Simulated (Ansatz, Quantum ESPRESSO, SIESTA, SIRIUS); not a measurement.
One calculation of BN, 5 ways

```
N B
1.0
     2.55394    0.00000    0.00000
    -1.27697    2.21178    0.00000
     0.00000    0.00000    4.22685
N B
2 2
Direct
  0.33333 0.66667 0.12528
  0.66667 0.33333 0.62528
  0.33333 0.66667 0.49972
  0.66667 0.33333 0.99972
```

Measurements of this composition are mostly on another form, of space group No. 194.

Alike in all runs: task band structure; functional LDA; k mesh 12 × 12 × 6; occupations fermi-dirac, width 0.05 eV; no spin polarisation; no spin-orbit coupling. LDA stands for any of its common fits. Pressure is positive in compression and, in plane waves, holds the error of the finite cutoff, which Ansatz's Pulay term estimates and takes out. Gaps are the smaller of the mesh's and the band path's.

```csv
program and potentials,plane-wave cutoff (eV),notes,band gap (eV),pressure (GPa)
"Ansatz, Ansatz PAW",420,"potentials made for PBE, which Ansatz adapts in part; Pulay term of +1.32 GPa included",4.99,-13.75
"Ansatz, all-electron LAPW, scalar-relativistic",-,-,4.98,-13.64
"SIRIUS, all-electron FP-LAPW, apw+lo standard",-,-,4.98,-
"Quantum ESPRESSO, GBRV 1.5 LDA",612,-,4.96,-12.49
"SIESTA, files PseudoDojo sr-lda-0.4.1-standard, DZP (energy shift 0.003 Ry)",-,atomic basis,5.09,-10.56
```

Force on atom 3 (B), eV/Å:

| program and potentials | x | y | z |
| --- | --- | --- | --- |
| Ansatz, Ansatz PAW | 0.000 | 0.000 | 0.023 |
| Ansatz, all-electron LAPW, scalar-relativistic | 0.000 | 0.000 | 0.023 |
| SIRIUS, all-electron FP-LAPW, apw+lo standard | 0.000 | 0.000 | 0.023 |
| Quantum ESPRESSO, GBRV 1.5 LDA | 0.000 | 0.000 | 0.020 |

The band gap spans 4.96 (Quantum ESPRESSO, GBRV 1.5 LDA) to 5.09 eV (SIESTA, files PseudoDojo sr-lda-0.4.1-standard, DZP (energy shift 0.003 Ry)), with all-electron results at 4.98. The pressure spans -13.75 (Ansatz, Ansatz PAW) to -10.56 GPa (SIESTA, files PseudoDojo sr-lda-0.4.1-standard, DZP (energy shift 0.003 Ry)), with all-electron results at -13.64. The cell lies far from this level's equilibrium. Rows in atomic bases carry the error of their basis and grid, which can be large.

Differences between rows come from potentials, basis sets and numerical settings, since the functional is the same but for its coding. Runs on potential files found faulty are left out.
